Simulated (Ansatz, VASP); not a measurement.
# One calculation of Li, two programs

```
CELL_PARAMETERS angstrom
4.90589 0.00000 0.00000
0.00000 4.90589 0.00000
0.00000 0.00000 5.34816
ATOMIC_POSITIONS crystal
Li 0.50000 0.00000 0.70730
Li 0.00000 0.50000 0.79270
Li 0.00000 0.50000 0.20730
Li 0.50000 0.00000 0.29270
Li 0.50000 0.50000 0.75000
Li 0.50000 0.50000 0.25000
```

Alike in both runs: task single point; functional PBE; k mesh 4 × 4 × 4; occupations gaussian, width 0.1 eV; no spin polarisation.

|  | VASP | Ansatz |
| --- | --- | --- |
| version | VASP 6.6.1 | Ansatz 0.2.0 |
| potentials or method | VASP PAW PBE potentials, release 64 (Li_sv) | scalar-relativistic, plane waves, PAW |
| plane-wave cutoff (eV) | 520 | 420 |
| valence electrons in the cell | 18 | 18 |

```tsv
	VASP	Ansatz	Ansatz less VASP
gap on the k mesh at the Fermi level (eV)	none	none	-
rms of the force components (eV/Å)	0.524	0.523	-0.0007
```

Atom by atom the forces differ by 0.001 eV/Å (rms over components). A gap of «none» marks a metal or a gap that the smearing closes.

Caveats: forces of over 1 eV/Å show positions far from the minimum, so gaps and moduli don't describe the material at rest.
